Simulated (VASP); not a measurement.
Crystal: BN.

```
N B
1.0
     0.00000    1.81300    1.81300
     1.81300    0.00000    1.81300
     1.81300    1.81300    0.00000
N B
1 1
Cartesian
  0.9065 0.9065 0.9065
  0.0000 0.0000 0.0000
```

The cell is a database's computed one.

Base run:

```yaml
Program: VASP 6.6.1
Functional: rSCAN
Potentials_or_basis: VASP PAW PBE potentials, release 64 (N, B)
Cutoff: 520 eV
k_mesh: 13 × 13 × 13
Occupations: fermi-dirac, width 0.05 eV
Spin: no spin polarisation
```

Its results: band gap on the k mesh 5.07 eV, indirect (least direct gap 9.46 eV); pressure -6.8 GPa.

Problem. After a change of settings the same cell gave: band gap on the k mesh 5.04 eV, indirect (least direct gap 9.48 eV); pressure -4.1 GPa. Which change was it?
A. functional from rSCAN to revTPSS; further incar settings from ALGO = Normal; EDIFF = 1e-06; NBANDS = 11 to ALGO = Normal; EDIFF = 1e-06
B. functional from rSCAN to TPSS; further incar settings from ALGO = Normal; EDIFF = 1e-06; NBANDS = 11 to ALGO = Normal; EDIFF = 1e-06
C. functional from rSCAN to MS2
D. functional from rSCAN to r2SCAN

Solution. D.

Caveats: the PAW data sets were made with another functional, which shifts forces and pressure a little.

Runs at the PBE level aren't shown here.
